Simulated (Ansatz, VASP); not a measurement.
## Hf3B5: VASP beside Ansatz

```xyz
8
Lattice="-2.8849 2.8849 2.8849 2.8849 -2.8849 2.8849 2.8849 2.8849 -2.8849" Properties=species:S:1:pos:R:3 pbc="T T T"
Hf    2.8849    0.0000    0.0000
Hf    0.0000    0.0000    2.8849
Hf    0.0000    2.8849    0.0000
B     0.0000    0.0000    0.0000
B     1.4425    1.4425   -1.4425
B     1.4425   -1.4425    1.4425
B    -1.4425    1.4425    1.4425
B     1.4425    1.4425    1.4425
```

Change from the starting cell: species swapped into the Fe5Co3 type (Im-3m, No. 229).

Alike in both runs: functional PBE; k mesh 10 × 10 × 10; occupations gaussian, width 0.1 eV; no spin polarisation.

Ansatz relaxed the structure, and its values are those at the end. VASP's run is a single point on that final structure, the one shown.

|  | VASP | Ansatz |
| --- | --- | --- |
| version | VASP 6.6.1 | Ansatz 0.2.0 |
| potentials or method | VASP PAW PBE potentials, release 64 (Hf_pv, B) | scalar-relativistic, plane waves, PAW |
| plane-wave cutoff (eV) | 520 | 420 |
| valence electrons in the cell | 45 | 93 |

Ansatz gave:

* gap on the k mesh at the Fermi level (eV): none
* pressure (GPa): 0.0

**Question.** What did VASP give for the same quantities?

**Answer.** gap on the k mesh at the Fermi level (eV): none; pressure (GPa): -0.1.

A gap of «none» marks a metal or a gap that the smearing closes. The two sets of potentials don't hold the same shells in valence.

Spin-orbit coupling is left out, which matters for the levels of Hf.
